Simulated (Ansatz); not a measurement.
# SiC (Moissanite) (P6_3mc) in Ansatz: a series of runs

The runs below take SiC (Moissanite) through single point, relaxation of cell and atoms, with PBE, PBE+D3(BJ), PBE+D4.

Everything below comes from runs of Ansatz 0.2.0. Logs are shortened: lines on timing, memory, paths and dates and some standing lists are left out, and cuts for length are marked.

**1. Starting point**

Symmetry: P6_3mc, No. 186, hexagonal system. The conventional cell has a = 3.076 Å, b = 3.076 Å, c = 5.048 Å, α = 90.00°, β = 90.00°, γ = 120.00°. Around Si (site symmetry 3m) lie 4 C at 1.87 to 1.94 Å. C (site symmetry 3m) has 4 Si at 1.87 to 1.94 Å as nearest neighbours.

**2. Single point, PBE**

File input.yaml:

```yaml
crystal:
  lattice:
    - [3.076, 0.0, 0.0]
    - [-1.538, 2.663894142, 0.0]
    - [0.0, 0.0, 5.048]
  atoms:
    - { symbol: Si, position: [0.6666666667, 0.3333333333, 0.5] }
    - { symbol: Si, position: [0.3333333333, 0.6666666667, 0.0] }
    - { symbol: C, position: [0.6666666667, 0.3333333333, 0.885] }
    - { symbol: C, position: [0.3333333333, 0.6666666667, 0.385] }
hamiltonian:
  xc: pbe
  pseudopotentials: { kind: paw }
kpoints:
  mp_grid: { grid: [10, 10, 5] }
scf:
  occupations: { method: gaussian, width: 0.028 }
output:
  forces: true
  stress: true
  eigenvalues: true
```

Potentials or basis: Ansatz PAW.

The run is started by

```
$ ansatz run input.yaml --threads 2 --pin off --max-ram 5632MiB --backend cpu --events-out ev --progress --plain --runs-dir out
```

Output:

```text
Warning: RAYON_NUM_THREADS=2 ignored (pool sized by the plan → 2); use --threads N
Engine: ansatz 0.2.0, x86_64-unknown-linux-gnu
Pseudopotentials: kind: paw
Pseudopotential: Si, paw, valence charge 4, recommended cutoff 420 eV (normal), Si.paw.azcp
Pseudopotential: C, paw, valence charge 4, recommended cutoff 420 eV (normal), C.paw.azcp
Functional definition: PBE
  parameter kappa = 0.804
  parameter beta = 0.06672455060314922
  exchange = pbe_x(kappa = kappa, mu = beta*pi^2/3)
  correlation = pbe_c(beta = beta)
Crystal: 4 atoms, lattice volume = 41.364 Å³
Basis set: ecut = 420 eV, 785 PW (Γ), exchange–correlation on 48×48×72 points (8 copies of the dense FFT grid, shifted against one another)
Bands: 12, of which v1, the nominal top of the filled ones, is band 8 counted from 1 (7 counted from 0)
Symmetry: 12 space group operations
Space group: P63mc (ITA 186), of the structure as read, at distance tolerance 3.5e-5 Å
k-points: 42 of 500 (time reversal used)
Non-local potential: Si, projectors of the file, l = 0: 2, l = 1: 2, l = 2: 2
Non-local potential: C, projectors of the file, l = 0: 2, l = 1: 2, l = 2: 1
PAW form: soft (Blöchl's): semilocal exchange-correlation on the pseudo side does not see the compensation charge
PAW one-centre angular grid: Si, 110 points (default); XC on 64 Gauss nodes
PAW one-centre angular grid: C, 110 points (default); XC on 64 Gauss nodes
Initial density: superposition of atomic densities (neutral atoms: chi_scale 0, normalization atom), corrected by the library's trained network
Initial wavefunctions: pseudopotential atomic-orbital guess
Functional: x = pbe(κ = 0.804, μ = 0.2195149727645171), c = pbe(β = 0.06672455060314922)
SCF iter   1: F=—  HF=-1774.265891 eV  |F-HF|=—  |Δ(HF+E_count)|=         —  Δρ=2.43e-3  dr2=2.60e-3  ethr=1.77e-3  ⟨swp⟩=5.5  Hψ=3382  notcnv=0
preconditioner: auto → none  [insulator: Δε(μ)=2.456 eV  Ē_g=11.910 eV  σ=0.028 eV  W_gap=1.00  n_scr=2 (ndim 8)  ℏωp=23.1 eV  f_vac=0.000  D(μ)=0.00/eV (n_scr^D=0)  ε∞_Penn≈4.8]
SCF iter   2: F=—  HF=-1774.265844 eV  |F-HF|=—  |Δ(HF+E_count)|=   4.67e-5  Δρ=8.79e-4  dr2=1.89e-4  ethr=1.63e-5  ⟨swp⟩=2.3  Hψ=1202  notcnv=0
SCF iter   3: F=—  HF=-1774.265875 eV  |F-HF|=—  |Δ(HF+E_count)|=   3.09e-5  Δρ=3.81e-4  dr2=2.48e-5  ethr=1.18e-6  ⟨swp⟩=2.0  Hψ=765  notcnv=0
SCF iter   4: F=—  HF=-1774.265904 eV  |F-HF|=—  |Δ(HF+E_count)|=   2.96e-5  Δρ=6.65e-5  dr2=8.71e-7  ethr=1.55e-7  ⟨swp⟩=2.5  Hψ=832  notcnv=0
iter 5 did not close the SCF: its close was put off for the readings that it lacked (scf_convergence_deferred on its scf_iter line)
SCF iter   5: F=-1774.265906 eV  HF=-1774.265906 eV  |F-HF|=1.50e-8  |Δ(HF+E_count)|=   1.40e-6  Δρ=6.52e-6  dr2=7.92e-9  ethr=5.45e-9  ⟨swp⟩=2.1  Hψ=840  notcnv=0
SCF iter   6: F=-1774.265906 eV  HF=-1774.265906 eV  |F-HF|=1.88e-10  |Δ(HF+E_count)|=   1.69e-8  Δρ=7.68e-7  dr2=1.41e-10  ethr=4.95e-11  ⟨swp⟩=2.0  Hψ=1716  notcnv=0
SCF 1 converged in 6 iterations: F = -1774.265906 eV  dr2 = 1.41e-10
SCF converged after 6 iterations
Free energy (F): -1774.265906 eV
Harris-Foulkes:  -1774.265906 eV  (|F-HF|=1.88e-10)
Internal energy: -1774.265906 eV  (E = F + TS)
E sigma→0 (E₀):  -1774.265906 eV
Fermi energy:    11.024239 eV
--- Per-component energies (eV) ---
  E_band       = 57.482844
  E_kinetic    = 271.760176
  E_local      = -211.046601  (includes V_loc(G=0)·N_el)
  E_nonlocal   = 103.696119
  E_hartree    = 65.203985
  E_xc         = -211.132376
  E_vxc        = -218.904559  (∫ρ·V_xc dr)
  E_paw        = -1224.176351  (= ΣΔE_a)
  E_vpaw       = -18.430212  (= ΣTr[D̂ρ^β])
  E_aug_tail   = 0.000028  (compensation charges beyond the density's cutoff)
  E_ewald      = -568.570884
  E_smearing   = -0.000000  (= −TS)
  E_closure    = 0.000000  (closes the sum)
  Σ components = -1774.265906   (vs F -1774.265906, Δ=0.00e0)
--- Forces (eV/Å), atoms counted from 1 ---
  atom   1  Si     0.00000000     0.00000000     0.75270686
  atom   2  Si    -0.00000000    -0.00000000     0.75270686
  atom   3  C      0.00000000     0.00000000    -0.75270953
  atom   4  C      0.00000000    -0.00000000    -0.75270953
  max |Σ_I F_I| component: 5.33e-6 eV/Å
--- Stress (GPa, compression-positive) ---
        5.317509       0.000000       0.000000
        0.000000       5.317509       0.000000
        0.000000       0.000000       0.452549
  P = ⅓ Tr σ = 3.6959 GPa (36.959 kbar)
--- Band table (eV; the first three rows and the last of 42) ---
  k-point 0: bands = ["-5.9423", "-2.4406", "1.0909", "8.2269", "8.2269", "9.5068", "9.5068", "9.7837", "14.4014", "15.7942", "16.2903", "16.2903"]
  k-point 1: bands = ["-5.7479", "-3.1369", "2.1086", "8.3331", "8.3331", "8.7099", "9.3658", "9.3658", "14.5815", "16.3594", "16.3594", "16.5978"]
  k-point 2: bands = ["-5.1739", "-4.2583", "4.1649", "6.5153", "8.6249", "8.6249", "9.0178", "9.0178", "15.1087", "15.9266", "16.6738", "16.6738"]
  k-point 41: bands = ["-1.4633", "-1.1196", "1.8393", "2.1535", "3.7837", "4.5579", "7.5526", "7.9965", "14.5197", "14.6420", "15.4446", "16.6658"]
```

It took 1.9 s on 2 threads of Intel Xeon at 2.50GHz (Skylake/Cascade Lake), shared host; peak memory 0.34 GiB.

Results:

```
Free energy            : -1774.2659 eV
Pressure               : 3.7 GPa
Largest force          : 0.753 eV/Å
Band gap on the k mesh : 2.48 eV, indirect (least direct gap 4.08 eV)
```

Forces on the atoms (eV/Å):
```
Si   0.000  0.000  0.753
Si   0.000  0.000  0.753
C    0.000  0.000 -0.753
C    0.000  0.000 -0.753
```

Stress tensor (GPa, compression positive):
```
5.32 0.00 0.00
0.00 5.32 0.00
0.00 0.00 0.45
```

Levels at points of the mesh, in eV from the valence-band top:
| k point | band 5 | band 6 | band 7 | band 8 | band 9 | band 10 | band 11 | band 12 |
| --- | --- | --- | --- | --- | --- | --- | --- | --- |
| (0.00, 0.00, 0.00) | -1.56 | -0.28 | -0.28 | 0.00 | 4.62 | 6.01 | 6.51 | 6.51 |
| (0.00, -0.50, 0.00) | -5.43 | -3.54 | -3.26 | -1.49 | 2.59 | 4.20 | 6.74 | 7.20 |

Caveat: odd divisions of the mesh miss points on the zone boundary, where band edges often lie, so the gap on the mesh can be too wide. A hybrid or GW would open this gap; PBE tends to underestimate it.

**3. Relaxation of cell and atoms, PBE+D3(BJ)**

input.yaml: that of step 2 with these lines changed.

```diff
@@ -13,2 +13,3 @@
   pseudopotentials: { kind: paw }
+  dispersion: d3bj
 kpoints:
@@ -16,3 +17,3 @@
 scf:
-  occupations: { method: gaussian, width: 0.028 }
+  occupations: { method: fermi_dirac, width: 0.05 }
 output:
@@ -20,2 +21,5 @@
   stress: true
-  eigenvalues: true
+relax:
+  f_tol: 0.01
+  max_steps: 40
+  cell: { stress_tol: 0.05 }
```

Potentials or basis: Ansatz PAW.

The run is started by

```
$ ansatz run input.yaml --threads 2 --pin off --max-ram 5632MiB --backend cpu --events-out ev --progress --plain --runs-dir out
```

Output:

```text
Warning: RAYON_NUM_THREADS=2 ignored (pool sized by the plan → 2); use --threads N
[... 9 set-up lines as earlier in the session ...]
Crystal: 4 atoms, lattice volume = 41.364 Å³
Basis set: ecut = 420 eV, 785 PW (Γ), exchange–correlation on 48×48×72 points (8 copies of the dense FFT grid, shifted against one another)
Bands: 12, of which v1, the nominal top of the filled ones, is band 8 counted from 1 (7 counted from 0)
[... 2 set-up lines as earlier in the session ...]
k-points: 42 of 500 (time reversal used)
[... 8 set-up lines as earlier in the session ...]
SCF iter   1: F=—  HF=-1775.469191 eV  |F-HF|=—  |Δ(HF+E_count)|=         —  Δρ=2.43e-3  dr2=2.60e-3  ethr=1.77e-3  ⟨swp⟩=5.2  Hψ=3297  notcnv=0
preconditioner: auto → none  [insulator: Δε(μ)=2.456 eV  Ē_g=11.910 eV  σ=0.050 eV  W_gap=1.00  n_scr=2 (ndim 8)  ℏωp=23.1 eV  f_vac=0.000  D(μ)=0.00/eV (n_scr^D=0)  ε∞_Penn≈4.8]
SCF iter   2: F=—  HF=-1775.469144 eV  |F-HF|=—  |Δ(HF+E_count)|=   4.67e-5  Δρ=8.79e-4  dr2=1.89e-4  ethr=1.63e-5  ⟨swp⟩=2.2  Hψ=1185  notcnv=0
SCF iter   3: F=—  HF=-1775.469175 eV  |F-HF|=—  |Δ(HF+E_count)|=   3.08e-5  Δρ=3.81e-4  dr2=2.48e-5  ethr=1.18e-6  ⟨swp⟩=2.0  Hψ=766  notcnv=0
[... 54 lines left out ...]
preconditioner: auto → none  [insulator: Δε(μ)=2.424 eV  Ē_g=11.962 eV  σ=0.050 eV  W_gap=1.00  n_scr=2 (ndim 8)  ℏωp=23.2 eV  f_vac=0.000  D(μ)=0.00/eV (n_scr^D=0)  ε∞_Penn≈4.7]
SCF iter   2: F=—  HF=-1775.506362 eV  |F-HF|=—  |Δ(HF+E_count)|=   6.45e-5  Δρ=1.28e-5  dr2=8.48e-9  ethr=2.51e-10  ⟨swp⟩=2.1  Hψ=846  notcnv=0
SCF iter   3: F=—  HF=-1775.506362 eV  |F-HF|=—  |Δ(HF+E_count)|=   2.66e-8  Δρ=2.90e-6  dr2=4.54e-10  ethr=5.30e-11  ⟨swp⟩=2.0  Hψ=841  notcnv=0
SCF iter   4: F=-1775.506362 eV  HF=-1775.506362 eV  |F-HF|=1.82e-12  |Δ(HF+E_count)|=   1.57e-9  Δρ=3.32e-7  dr2=2.28e-11  ethr=1.00e-12  ⟨swp⟩=2.9  Hψ=1979  notcnv=0
SCF 6 converged in 4 iterations: F = -1775.506362 eV  dr2 = 2.28e-11
relax step   6: F+E_penalty+E_count = -1775.50636248 eV  Δ(F+E_penalty+E_count) = +4.140e-4 eV  max|allowed force component| = 2.712e-4 eV/Å  Δτ_max = 0.0000 Å  P = -0.019 GPa  Ω = 41.129 Å³  stress off target by 2.04e-2 GPa  SCF on the basis re-selected at this cell (its energy is not comparable with the rows above)  (4 SCF iters)
basis re-selected at this cell: Δ(F+E_penalty+E_count) = +4.140e-4 eV, ΔP = -0.017 GPa vs the last step (what re-selecting the basis moved, of the pressure what is left beyond the Pulay correction that the steps carried, after the strain that the cell walked since its last selection, with what the two solves' SCF thresholds leave and, on support functions, any second-order correction that the steps lacked; it is no measure of the basis error at this ecutwfc). This SCF's stress stands 2.04e-2 GPa from its target on what of the cell is left free (relax.cell.stress_tol is 5.00e-2 GPa) and its largest allowed force component is 2.71e-4 eV/Å (relax.f_tol is 1.00e-2 eV/Å): within both
SCF converged after 4 iterations
Free energy (F): -1775.506362 eV
Harris-Foulkes:  -1775.506362 eV  (|F-HF|=1.82e-12)
Internal energy: -1775.506362 eV  (E = F + TS)
E sigma→0 (E₀):  -1775.506362 eV
Fermi energy:    10.902193 eV
--- Per-component energies (eV) ---
  E_band       = 58.458970
  E_kinetic    = 272.264381
  E_local      = -209.852523  (includes V_loc(G=0)·N_el)
  E_nonlocal   = 103.813052
  E_hartree    = 64.921485
  E_xc         = -211.306485
  E_vxc        = -219.132591  (∫ρ·V_xc dr)
  E_paw        = -1224.222488  (= ΣΔE_a)
  E_vpaw       = -18.476335  (= ΣTr[D̂ρ^β])
  E_aug_tail   = 0.000028  (compensation charges beyond the density's cutoff)
  E_ewald      = -569.913592
  E_disp       = -1.210222  (pairwise vdW)
  E_smearing   = -0.000000  (= −TS)
  E_closure    = 0.000000  (closes the sum)
  Σ components = -1775.506362   (vs F -1775.506362, Δ=0.00e0)
--- Forces (eV/Å), atoms counted from 1 ---
  atom   1  Si     0.00000000    -0.00000000    -0.00027061
  atom   2  Si    -0.00000000     0.00000000    -0.00027061
  atom   3  C     -0.00000000    -0.00000000     0.00027177
  atom   4  C      0.00000000     0.00000000     0.00027177
  max |Σ_I F_I| component: 2.32e-6 eV/Å
--- Stress (GPa, compression-positive) ---
       -0.018551       0.000000      -0.000000
       -0.000000      -0.018551       0.000000
       -0.000000       0.000000      -0.020365
  P = ⅓ Tr σ = -0.0192 GPa (-0.192 kbar)
--- Relaxed structure (5 steps of the walk, 4 accepted, 1 SCFs on fresh bases) ---
  F+E_penalty+E_count = -1775.50636248 eV   max|allowed force component| = 2.712e-4 eV/Å   (the final SCF, on the basis selected at the relaxed cell)
  cell:  # Å, volume = 41.1295 Å³
    - [3.0702184988206827, 0.0, -7.451816034692834e-89]
    - [-1.5351092494103413, 2.658887215147635, -9.889901723392925e-35]
    - [-1.2229118122047604e-88, -1.8741068990760187e-34, 5.038301989255084]
  atoms:
    - { symbol: Si, position: [0.6666666666666665, 0.33333333333333337, 0.5046030816199916] }
    - { symbol: Si, position: [0.33333333333333337, 0.6666666666666667, 0.004603081619991581] }
    - { symbol: C, position: [0.6666666666666665, 0.33333333333333337, 0.8803969183800086] }
    - { symbol: C, position: [0.33333333333333337, 0.6666666666666667, 0.3803969183800085] }
```

Run time: 12 s. Hardware: 2 threads of Intel Xeon at 2.50GHz (Skylake/Cascade Lake), shared host; peak memory 0.36 GiB.

What came out:

```
Free energy                            : -1775.5064 eV
Relaxed volume                         : 10.28 Å³/atom
Relaxed cell                           : a = 3.070 Å, b = 3.070 Å, c = 5.038 Å, α = 90.00°, β = 90.00°, γ = 120.00°
Space group after relaxing (to 0.05 Å) : P6_3mc (No. 186)
Energy gained by relaxing              : 9.3 meV/atom
Ionic steps                            : 5
Pressure after relaxing                : 0.0 GPa
Band gap on the k mesh                 : 2.42 eV
```

The path:
```csv
step,energy change (eV),largest force (eV/Å),volume (Å³)
1,0.0000,0.7526,41.36
2,-0.0222,0.4441,41.24
3,-0.0376,0.0028,41.12
4,-0.0376,0.0002,41.13
5,-0.0372,0.0003,41.13
```

Final structure:
```yaml
crystal:
  lattice:
    - [3.07022, 0.00000, 0.00000]
    - [-1.53511, 2.65889, 0.00000]
    - [0.00000, 0.00000, 5.03830]
  atoms:
    - { symbol: Si, position: [0.66667, 0.33333, 0.50460] }
    - { symbol: Si, position: [0.33333, 0.66667, 0.00460] }
    - { symbol: C, position: [0.66667, 0.33333, 0.88040] }
    - { symbol: C, position: [0.33333, 0.66667, 0.38040] }
```

Caveat: odd divisions of the mesh miss points on the zone boundary, where band edges often lie, so the gap on the mesh can be too wide; the plane-wave basis is chosen anew once the cell has moved, so the energies of steps on either side of that aren't comparable. A k mesh can miss the band edges.

**4. Relaxation of cell and atoms, PBE+D4**

input.yaml: that of step 3 with these lines changed.

```diff
@@ -13,3 +13,3 @@
   pseudopotentials: { kind: paw }
-  dispersion: d3bj
+  dispersion: d4
 kpoints:
@@ -21,2 +21,6 @@
   stress: true
+  write_density: true
+  write_potential: true
+  elf: true
+  volumetric_format: npy
 relax:
```

The run is started by

```
$ ansatz run input.yaml --threads 2 --pin off --max-ram 5632MiB --backend cpu --events-out ev --progress --plain --runs-dir out
```

It took 16 s on 2 threads of Intel Xeon at 2.50GHz (Skylake/Cascade Lake), shared host; peak memory 0.37 GiB.

It converged, with:

- Free energy: -1775.6183 eV
- Relaxed volume: 10.30 Å³/atom
- Relaxed cell: a = 3.072 Å, b = 3.072 Å, c = 5.042 Å, α = 90.00°, β = 90.00°, γ = 120.00°
- Space group after relaxing (to 0.05 Å): P6_3mc (No. 186)
- Energy gained by relaxing: 9.0 meV/atom
- Ionic steps: 5
- Pressure after relaxing: 0.0 GPa
- Band gap on the k mesh: 2.43 eV, indirect (least direct gap 3.98 eV)

Step by step:
```
step  energy change (eV)  largest force (eV/Å)  volume (Å³)
   1              0.0000                0.7388        41.36
   2             -0.0210                0.4369        41.29
   3             -0.0362                0.0010        41.20
   4             -0.0362                0.0003        41.21
   5             -0.0359                0.0003        41.21
```

Final structure:
```
Si C
1.0
     3.07219    0.00000    0.00000
    -1.53610    2.66060    0.00000
     0.00000    0.00000    5.04179
Si C
2 2
Direct
  0.66667 0.33333 0.50459
  0.33333 0.66667 0.00459
  0.66667 0.33333 0.88041
  0.33333 0.66667 0.38041
```

Levels at points of the mesh, in eV from the valence-band top:
```
            k point  band 4  band 5  band 6  band 7  band 8  band 9  band 10  band 11  band 12
 (0.00, 0.00, 0.00)   -1.32   -1.32   -0.11    0.00    0.00    4.83     6.23     6.69     6.69
(0.00, -0.50, 0.00)   -6.30   -5.44   -3.33   -3.30   -1.20    2.79     4.23     6.90     7.15
```

Caveat: odd divisions of the mesh miss points on the zone boundary, where band edges often lie, so the gap on the mesh can be too wide; the plane-wave basis is chosen anew once the cell has moved, so the energies of steps on either side of that aren't comparable. A k mesh can miss the band edges.

**5. Overview**

```csv
task,level,cell,smearing,gap on the mesh (eV),pressure (GPa),relaxed volume (Å³/atom)
single point,PBE,as given,gaussian 0.028 eV,2.48,3.7,-
relaxation of cell and atoms,PBE+D3(BJ),relaxed,fermi-dirac 0.05 eV,2.42,0.0,10.28
relaxation of cell and atoms,PBE+D4,relaxed,fermi-dirac 0.05 eV,2.43,0.0,10.30
```

Alike in all rows: potentials or basis Ansatz PAW; no spin polarisation; k mesh 10 × 10 × 5; cutoff (eV) 420.

Caveats: odd divisions of the mesh miss points on the zone boundary, where band edges often lie, so the gap on the mesh can be too wide; the plane-wave basis is chosen anew once the cell has moved, so the energies of steps on either side of that aren't comparable (some runs).

Total energies depend on the potentials used, so only differences within one code and one set of settings carry meaning.
